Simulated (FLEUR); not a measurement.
## 1 ML Ni on Cu(001), 3 substrate layers: anisotropy by force theorems

Wanted: anisotropy for 1 ML Ni on Cu(001), 3 substrate layers, with the cost of each step.

Program: FLEUR MaX-R8.1. Level of theory: PBE; all-electron FLAPW film, Dirac cores, scalar-relativistic bands. Results are calculated unless marked as measured.

## Step 1: Starting point

The cell holds 4 atoms: 3 Cu and 1 Ni. Its edges and angles: a = 2.556 Å, b = 2.556 Å, c = 19.375 Å, α = 90.0°, β = 90.0°, γ = 90.0°. Pseudomorphic film, hard-sphere layer spacings, unrelaxed. Vacuum lies along c.

## Step 2: Reference state

The force theorems are single passes in this state's potential, so it has to be converged first.

No symmetry is used, so that later steps may turn the spins freely; k and −k are joined. FLEUR takes the sheet as a true film: the images along c are dropped, heights are typed in bohr, and the vacuum on both sides is semi-infinite. inpgen writes inp.xml from crystal.txt; cutoffs, mixing, functional, smearing and local orbitals are then set in the file. The k list scf (kpts.xml, not shown) is a Γ-centred 10×10×1 mesh; where the ranks do not divide the number of points, some are split in two of half the weight.

inp.xml reads:

```
<?xml version="1.0" encoding="UTF-8" standalone="no"?>
<fleurInput fleurInputVersion="0.39">
   <comment>
      Cu3Ni
   </comment>
   <calculationSetup>
      <cutoffs Kmax="3.63" Gmax="10.9" GmaxXC="10.9" numbands="0"/>
      <scfLoop itmax="150" minDistance="0.00002" maxIterBroyd="15" imix="Anderson" alpha="0.03" precondParam="0.0" spinf="2.0" sdNocoIR="T"/>
      <coreElectrons ctail="F" frcor="F" kcrel="0" coretail_lmax="0"/>
      <xcFunctional name="pbe" relativisticCorrections="F"/>
      <magnetism jspins="2" l_noco="F" l_ss="F">
         <qss>0.0 0.0 0.0</qss>
         <mtNocoParams l_mperp="F" l_mtNocoPot="F" l_relaxSQA="F" mag_mixing_scheme="0" mix_RelaxWeightOffD="1.0" l_constrained="F" mix_constr="1.0"/>
         <sourceFreeMag l_sourceFree="F" l_scaleMag="F" mag_scale="1.0"/>
      </magnetism>
      <soc l_soc="F" theta="0.0" phi="0.0" spav="F"/>
      <expertModes spex="0" secvar="F"/>
      <geometryOptimization l_f="F" forcealpha="1.0" forcemix="BFGS" epsdisp="0.00001" epsforce="0.00001"/>
      <ldaU l_linMix="F" mixParam="0.05" spinf="1.0"/>
   </calculationSetup>
   <cell>
      <bzIntegration valenceElectrons="51.0" mode="hist" fermiSmearingEnergy="0.00183747">
         <kPointListSelection listName="scf"/>
         <xi:include xmlns:xi="http://www.w3.org/2001/XInclude" href="kpts.xml"> </xi:include>
      </bzIntegration>
      <xi:include xmlns:xi="http://www.w3.org/2001/XInclude" href="sym.xml"> </xi:include>
      <filmLattice scale="1.0" dVac="15.48" dTilda="17.98">
         <bravaisMatrixFilm>
            <row-1>    4.8305179197025199     0.0000000000000000</row-1>
            <row-2>    0.0000000000000000     4.8305179197025199</row-2>
         </bravaisMatrixFilm>
         <vacuumEnergyParameters vacuum="1" spinUp="-.25" spinDown="-.25"/>
         <vacuumEnergyParameters vacuum="2" spinUp="-.25" spinDown="-.25"/>
      </filmLattice>
   </cell>
   <atomSpecies>
      <species name="Copper (Cu)" element="Cu" atomicNumber="29">
         <mtSphere radius="2.26" gridPoints="747" logIncrement="0.016"/>
         <atomicCutoffs lmax="8" lnonsphr="6"/>
         <electronConfig flipSpins="F">
            <coreConfig>(1s1/2) (2s1/2) (2p1/2) (2p3/2) (3s1/2) (3p1/2) (3p3/2)</coreConfig>
            <valenceConfig>(4s1/2) (3d3/2) (3d5/2)</valenceConfig>
            <stateOccupation state="(4s1/2)" spinUp="0.500000" spinDown="0.500000"/>
         </electronConfig>
         <energyParameters s="4" p="4" d="3" f="4"/>
      </species>
      <species name="Nickel (Ni1.001" element="Ni" atomicNumber="28">
         <mtSphere radius="2.26" gridPoints="747" logIncrement="0.016"/>
         <atomicCutoffs lmax="8" lnonsphr="6"/>
         <electronConfig flipSpins="F">
            <coreConfig>(1s1/2) (2s1/2) (2p1/2) (2p3/2)</coreConfig>
            <valenceConfig>(3s1/2) (3p1/2) (3p3/2) (4s1/2) (3d3/2) (3d5/2)</valenceConfig>
            <stateOccupation state="(3d3/2)" spinUp="1.6" spinDown="1.6"/>
            <stateOccupation state="(3d5/2)" spinUp="2.9005" spinDown="1.8995"/>
         </electronConfig>
         <energyParameters s="4" p="4" d="3" f="4"/>
         <lo type="SCLO" l="0" n="3" eDeriv="0"/>
         <lo type="SCLO" l="1" n="3" eDeriv="0"/>
      </species>
   </atomSpecies>
   <atomGroups>
      <atomGroup species="Copper (Cu)">
         <filmPos label="                   1">.0000000000 .0000000000 -5.0790079876</filmPos>
         <force calculate="T" relaxXYZ="TTT"/>
         <nocoParams  alpha="0.0" beta="0.0"/>
      </atomGroup>
      <atomGroup species="Copper (Cu)">
         <filmPos label="                   2">1.000/2.000 1.000/2.000 -1.6633085697</filmPos>
         <force calculate="T" relaxXYZ="TTT"/>
         <nocoParams  alpha="0.0" beta="0.0"/>
      </atomGroup>
      <atomGroup species="Copper (Cu)">
         <filmPos label="                   3">.0000000000 .0000000000 1.7523542341</filmPos>
         <force calculate="T" relaxXYZ="TTT"/>
         <nocoParams  alpha="0.0" beta="0.0"/>
      </atomGroup>
      <atomGroup species="Nickel (Ni1.001">
         <filmPos label="                   4">1.000/2.000 1.000/2.000 5.0790079876</filmPos>
         <force calculate="T" relaxXYZ="TTT"/>
         <nocoParams  alpha="0.0" beta="0.0"/>
      </atomGroup>
   </atomGroups>
   <output dos="F" band="F" slice="F">
      <bandDOS minEnergy="-.5*Htr" maxEnergy="0.5*Htr" sigma="0.015" storeEVData="T"/>
      <plotting iplot="0" polar="F">
         <plot TwoD="T" vec1="  1.0  0.0  0.0" vec2="  0.0  1.0  0.0" vec3="  0.0  0.0  1.0" zero="  0.0  0.0 -0.5" file="plot"/>
      </plotting>
      <moessbauerParams electricFieldGradient="F" isomerShift="F" coreHyperfine="F" valenceHyperfine="F"/>
   </output>
</fleurInput>
```

crystal.txt reads:

```
Cu3Ni
&input film=T cartesian=F /
2.55620000000  0.00000000000  0.00000000000
0.00000000000  2.55620000000  0.00000000000
0.00000000000  0.00000000000  1.00000000000
1.8897261246
1.0 1.0 1.0

4
29 0.00000000000  0.00000000000  -5.07900798762
29 0.50000000000  0.50000000000  -1.66330856969
29 0.00000000000  0.00000000000  1.75235423407
28 0.50000000000  0.50000000000  5.07900798762 : 1.001

&kpt div1=10 div2=10 div3=1 gamma=T /
```

On the command line:

```
OMP_NUM_THREADS=1 inpgen -f crystal.txt -nosym -noco > inpgen.log  # inp.xml is then edited as shown
OMP_NUM_THREADS=1 mpirun -n 4 fleur_MPI > fleur.log
```

Output:

```text
Welcome to FLEUR        (www.flapw.de)
      MaX-Release 8.1          (www.max-centre.eu)

 ========== k-point set info ==========
 Selected k-point list: scf
 k-point list type: mesh
 0 x 0 x 0
 Number of k points: 52

 ------------Calculation Setup---------------------------
 Number of MPI-tasks      :            4
 Number of PE/node        :            4
 Number of OMP-threads    :            1
 k-points in parallel     :            4
 pe's per k-point         :            1
 No of k-point loops      :           13
 Eigenvalue solver        :       lapack
 Number of basis functions:          374
 Approximate size of matrices (H+S) per k-point:         0.004 GB
 --------------------------------------------------------
 Iteration:     1   Distance:      64.84272725 me/bohr^3
 Iteration:     2   Distance:      40.32010387 me/bohr^3
 Iteration:     3   Distance:      32.86513562 me/bohr^3
 Iteration:     4   Distance:      22.18465986 me/bohr^3
 Iteration:     5   Distance:      10.76130237 me/bohr^3
 Iteration:     6   Distance:      10.07130348 me/bohr^3
 Iteration:     7   Distance:       7.68811227 me/bohr^3
 Iteration:     8   Distance:       7.57061410 me/bohr^3
 Iteration:     9   Distance:      11.09118208 me/bohr^3
 Iteration:    10   Distance:       6.93606889 me/bohr^3
[... 35 iterations left out ...]
 Iteration:    46   Distance:       0.00033489 me/bohr^3
 Iteration:    47   Distance:       0.00032640 me/bohr^3
 Iteration:    48   Distance:       0.00024680 me/bohr^3
 Iteration:    49   Distance:       0.00019860 me/bohr^3
 Iteration:    50   Distance:       0.00014735 me/bohr^3
 Iteration:    51   Distance:       0.00006027 me/bohr^3
 Iteration:    52   Distance:       0.00006503 me/bohr^3
 Iteration:    53   Distance:       0.00010318 me/bohr^3
 Iteration:    54   Distance:       0.00002087 me/bohr^3
 Iteration:    55   Distance:       0.00001172 me/bohr^3

 ********************************************************************
 Run finished successfully
 Stop message:
   all done
 ********************************************************************

--- out.xml (last complete iteration) ---
<iteration numberForCurrentRun="   55" overallNumber="   55">
         [... left out ...]
         <bandgap value="0.0000000000" units="eV"/>
         <sumValenceSingleParticleEnergies value="-34.6232459174" units="Htr"/>
         <FermiEnergy value="-0.1807062276" units="Htr"/>
         <valenceDensity>
            <mtCharges spin="1">
               <mtCharge atomType="1" total="4.9448511" s="0.2153001" p="0.1207613" d="4.6017639" f="0.0053737"/>
               <mtCharge atomType="2" total="4.9911055" s="0.2152569" p="0.1789396" d="4.5860111" f="0.0084420"/>
               <mtCharge atomType="3" total="5.0038880" s="0.2168284" p="0.1832907" d="4.5916989" f="0.0093252"/>
               <mtCharge atomType="4" total="8.7053781" s="1.1906424" p="3.1055254" d="4.4011597" f="0.0061440"/>
            </mtCharges>
            <mtCharges spin="2">
               <mtCharge atomType="1" total="4.9407100" s="0.2137641" p="0.1205116" d="4.5994140" f="0.0053685"/>
               <mtCharge atomType="2" total="4.9906538" s="0.2150656" p="0.1784522" d="4.5862090" f="0.0084724"/>
               <mtCharge atomType="3" total="4.9918558" s="0.2189994" p="0.1910477" d="4.5696682" f="0.0094408"/>
               <mtCharge atomType="4" total="8.1476300" s="1.1865863" p="3.1090227" d="3.8438878" f="0.0062549"/>
            </mtCharges>
            <spinDependentCharge spin="1" total="25.7742958" interstitial="2.0397716" mtSpheres="23.6452226" vacuum1="0.0445192" vacuum2="0.0447824"/>
            <spinDependentCharge spin="2" total="25.2257044" interstitial="2.0623987" mtSpheres="23.0708496" vacuum1="0.0480698" vacuum2="0.0443863"/>
            <totalCharge value="51.0000002324"/>
         </valenceDensity>
         [... left out ...]
         <allElectronCharges>
            <spinDependentCharge spin="1" total="57.7742959" interstitial="2.0479968" mtSpheres="55.6369974" vacuum1="0.0445192" vacuum2="0.0447824"/>
            <spinDependentCharge spin="2" total="57.2257044" interstitial="2.0706325" mtSpheres="55.0626158" vacuum1="0.0480698" vacuum2="0.0443863"/>
            <totalCharge value="115.0000002626"/>
         </allElectronCharges>
         <magneticMomentsInMTSpheres units="muBohr">
            <globalMagMoment atomType="1" vec="0.00000   0.00000   0.00414"/>
            <localMagMoment atomType="1" vec="0.00000   0.00000   0.00414"/>
            <globalMagMoment atomType="2" vec="0.00000   0.00000   0.00045"/>
            <localMagMoment atomType="2" vec="0.00000   0.00000   0.00045"/>
            <globalMagMoment atomType="3" vec="0.00000   0.00000   0.01204"/>
            <localMagMoment atomType="3" vec="0.00000   0.00000   0.01204"/>
            <globalMagMoment atomType="4" vec="0.00000   0.00000   0.55775"/>
            <localMagMoment atomType="4" vec="0.00000   0.00000   0.55775"/>
         </magneticMomentsInMTSpheres>
         <moessbauerParams unitsHFF="kG" unitsIS="e/bohr^3" unitsEFG="Htr/bohr^2">
         </moessbauerParams>
         <totalEnergy value="    -6485.8779669397" units="Htr">
            <sumOfEigenvalues value="    -3765.4684252931">
               <coreElectrons value="-3730.8451793758"/>
               <valenceElectrons value="-34.6232459174"/>
            </sumOfEigenvalues>
            <densityCoulombPotentialIntegral value="-10015.0058483565"/>
            <densityEffectivePotentialIntegral value="-10361.2107218339"/>
            <chargeDenXCDenIntegral value="-266.4302036266"/>
            <FockExchangeEnergyValence value="0.0000000000"/>
            <FockExchangeEnergyCore value="0.0000000000"/>
            <atomTypeDependentContributions atomType="1">
               <electronNucleiInteractionDifferentMTs value="1988.7415917121"/>
               <MadelungTerm value="-4.5623365730"/>
            </atomTypeDependentContributions>
            <atomTypeDependentContributions atomType="2">
               <electronNucleiInteractionDifferentMTs value="1989.2962514941"/>
               <MadelungTerm value="-3.8038823476"/>
            </atomTypeDependentContributions>
            <atomTypeDependentContributions atomType="3">
               <electronNucleiInteractionDifferentMTs value="1989.3650154329"/>
               <MadelungTerm value="-3.7894708479"/>
            </atomTypeDependentContributions>
            <atomTypeDependentContributions atomType="4">
               <electronNucleiInteractionDifferentMTs value="1823.4443077045"/>
               <MadelungTerm value="-4.6842795634"/>
            </atomTypeDependentContributions>
            <tkbTimesEntropy value="0.0012864144"/>
            <freeEnergy value="-6485.8792533540"/>
            <extrapolationTo0K value="-6485.8786101468"/>
         </totalEnergy>
         <densityConvergence units="me/bohr^3">
            <chargeDensity spin="1" distance="0.0000048994"/>
            <chargeDensity spin="2" distance="0.0000093327"/>
            <overallChargeDensity distance="0.0000117182"/>
            <spinDensity distance="0.0000092135"/>
         </densityConvergence>
      </iteration>
```

The job ended after 3.6 min (4 MPI ranks of Arm Neoverse V1, shared host; peak memory 0.84 GiB).

Spin moment in the muffin-tin sphere by atom:

```csv
atom,spin moment in the muffin-tin sphere (μB)
Cu1,0.004
Cu2,0.000
Cu3,0.012
Ni4,0.558
```

This step gave:

```yaml
free_energy: -176489.7655 eV
program_s_band_gap_on_this_mesh_in_a_metal_only_a_level_spacing: 0 eV
magnetization: 0.5486 μB
final_state: ferromagnetic
```

After 55 cycles the largest moment stands at 0.558 μB.

## Step 3: Energy against the direction of the moments, rung 1

Anisotropy is a small difference, so it is taken from sums over occupied states at a frozen potential, where most errors cancel.

One pass with spin–orbit coupling for each direction, from the saved density. The k list mae (kpts.xml, not shown) is a Γ-centred 16×16×1 mesh.

Changes to inp.xml since step 2:

```diff
@@ -6,4 +6,4 @@
    <calculationSetup>
-      <cutoffs Kmax="3.63" Gmax="10.9" GmaxXC="10.9" numbands="0"/>
-      <scfLoop itmax="150" minDistance="0.00002" maxIterBroyd="15" imix="Anderson" alpha="0.03" precondParam="0.0" spinf="2.0" sdNocoIR="T"/>
+      <cutoffs Kmax="3.63" Gmax="10.9" GmaxXC="10.9" numbands="115"/>
+      <scfLoop itmax="1" minDistance="0.00002" maxIterBroyd="15" imix="Anderson" alpha="0.03" precondParam="0.0" spinf="2.0" sdNocoIR="T"/>
       <coreElectrons ctail="F" frcor="F" kcrel="0" coretail_lmax="0"/>
@@ -15,3 +15,3 @@
       </magnetism>
-      <soc l_soc="F" theta="0.0" phi="0.0" spav="F"/>
+      <soc l_soc="T" theta="0.0" phi="0.0" spav="F"/>
       <expertModes spex="0" secvar="F"/>
@@ -22,3 +22,3 @@
       <bzIntegration valenceElectrons="51.0" mode="hist" fermiSmearingEnergy="0.00183747">
-         <kPointListSelection listName="scf"/>
+         <kPointListSelection listName="mae"/>
          <xi:include xmlns:xi="http://www.w3.org/2001/XInclude" href="kpts.xml"> </xi:include>
@@ -89,2 +89,5 @@
    </output>
+   <forceTheorem>
+      <MAE theta="0.0 1.5707963 1.5707963" phi="0.0 0.0 1.5707963"/>
+   </forceTheorem>
 </fleurInput>
```

On the command line:

```
OMP_NUM_THREADS=1 mpirun -n 4 fleur_MPI -warn_only > fleur.log
```

Output:

```text
[banner, memory and clock lines left out]
Welcome to FLEUR        (www.flapw.de)
      MaX-Release 8.1          (www.max-centre.eu)

 ========== k-point set info ==========
 Selected k-point list: mae
 k-point list type: mesh
 0 x 0 x 0
 Number of k points: 256

 [... set-up left out ...]
 ********************************************************************
 Run finished successfully
 Stop message:
   Forcetheorem MAE
 ********************************************************************

--- out.xml (force theorem) ---
<Forcetheorem_MAE Angles="3" units="Htr">
            <Angle theta="0.0000000" phi="0.0000000" ev-sum="-34.624971436"/>
            <Angle theta="1.5707963" phi="0.0000000" ev-sum="-34.625011046"/>
            <Angle theta="1.5707963" phi="1.5707963" ev-sum="-34.625011046"/>
         </Forcetheorem_MAE>
```

Wall time 78 s (4 MPI ranks); peak memory 1.1 GiB; 5.2 min of CPU time.

Anisotropy energies, by row:

```csv
axis,x,y,z,band energy less the first axis' (meV a cell)
z,0,0,1,0
x,1,0,0,-1.078
y,0,1,0,-1.078
```

Shape anisotropy is not in these numbers.

## Step 4: Anisotropy by the force theorem, rung 2

A second rung shows how far the first can be trusted.

The k list mae (kpts.xml, not shown) is a Γ-centred 25×25×1 mesh.

inp.xml is that of step 3.

Output:

```text
[banner, memory and clock lines left out]
Welcome to FLEUR        (www.flapw.de)
      MaX-Release 8.1          (www.max-centre.eu)

 ========== k-point set info ==========
 Selected k-point list: mae
 k-point list type: mesh
 0 x 0 x 0
 Number of k points: 628

 [... set-up left out ...]
 ********************************************************************
 Run finished successfully
 Stop message:
   Forcetheorem MAE
 ********************************************************************

--- out.xml (force theorem) ---
<Forcetheorem_MAE Angles="3" units="Htr">
            <Angle theta="0.0000000" phi="0.0000000" ev-sum="-34.624986688"/>
            <Angle theta="1.5707963" phi="0.0000000" ev-sum="-34.625026770"/>
            <Angle theta="1.5707963" phi="1.5707963" ev-sum="-34.625026770"/>
         </Forcetheorem_MAE>
```

Run time: 3.2 min. Hardware: 4 MPI ranks; peak memory 2.1 GiB.

Anisotropy energies, by row:

```csv
axis,x,y,z,band energy less the first axis' (meV a cell)
z,0,0,1,0
x,1,0,0,-1.091
y,0,1,0,-1.091
```

(Continued in part 2 of 2.)

[Logs and program files are shortened in this print: banners, set-up blocks, solver, clock and traceback lines can be left out without a mark of their own.]

[Logs are printed without paths, hosts, clocks, repeated set-up lines and the standing remarks that a program may print on its own settings, such as how far it seeks lower states.]

[Hosts, paths, dates, database ids (printed as entryN), source tags and the programs' standing remarks are cut or masked in the printed files.]

[Where a cell is said to come from a database of computed structures, the database is the Materials Project.]
